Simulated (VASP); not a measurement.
## SnTe: relaxation of cell and atoms with PBEsol

SnTe:

```xyz
2
Lattice="0.0000 3.1509 3.1509 3.1509 0.0000 3.1509 3.1509 3.1509 0.0000" Properties=species:S:1:pos:R:3 pbc="T T T"
Sn    0.0000    0.0000    0.0000
Te    3.1509    3.1509    3.1509
```

| Quantity | Value |
| --- | --- |
| Program | VASP 6.6.1 |
| Task | relaxation of cell and atoms |
| Functional | PBEsol |
| Potentials or basis | VASP PAW PBE potentials, release 64 (Sn_d, Te) |
| Cutoff | 600 eV |
| k mesh | 10 × 10 × 10 |
| Occupations | gaussian, width 0.03 eV |
| Spin | no spin polarisation |
| Further INCAR settings | ALGO = Normal; EDIFF = 1e-06; IBRION = 2; EDIFFG = -0.01; NSW = 90; ISIF = 3 |

| Item | Value |
| --- | --- |
| Relaxed volume | 31.10 Å³/atom |
| Relaxed cell | a = 4.447 Å, b = 4.447 Å, c = 4.447 Å, α = 60.00°, β = 60.00°, γ = 60.00° |
| Space group after relaxing (to 0.05 Å) | Fm-3m (No. 225) |
| Energy gained by relaxing | 0.2 meV/atom |
| Ionic steps | 3 |
| Pressure after relaxing | 0.0 GPa |
| Band gap on the k mesh | 0.16 eV, direct |

Step by step:
```tsv
step	energy change (eV)	largest force (eV/Å)	pressure (GPa)	volume (Å³)
1	0.0000	0.0000	-0.30	62.56
2	-0.0003	0.0000	0.13	62.03
3	-0.0003	0.0000	-0.01	62.20
```

Final structure:
```yaml
crystal:
  lattice:
    - [0.00000, 3.14484, 3.14484]
    - [3.14484, 0.00000, 3.14484]
    - [3.14484, 3.14484, 0.00000]
  atoms:
    - { symbol: Sn, position: [0.00000, 0.00000, 0.00000] }
    - { symbol: Te, position: [0.50000, 0.50000, 0.50000] }
```

Levels at points of the mesh, in eV from the valence-band top:
```csv
k point,band 6,band 7,band 8,band 9,band 10,band 11,band 12,band 13,band 14
"(0.00, 0.00, 0.00)",-12.81,-4.63,-2.09,-2.09,-2.09,3.40,3.40,3.40,4.76
"(0.50, 0.00, 0.00)",-11.51,-8.34,-1.75,-1.75,0.00,0.16,0.39,0.39,7.76
"(0.50, 0.50, 0.00)",-11.20,-6.44,-5.59,-3.72,-3.72,2.13,5.00,5.00,6.46
```

It took 87 s on 1 thread of Intel(R) Xeon(R) Platinum 8488C (Sapphire Rapids), with other jobs on the host, peak memory 0.24 GiB.

Caveat: the PAW data sets were made with another functional, which shifts forces and pressure a little; spin-orbit coupling is left out, which moves the levels of the heavy elements. A k mesh can miss the band edges.
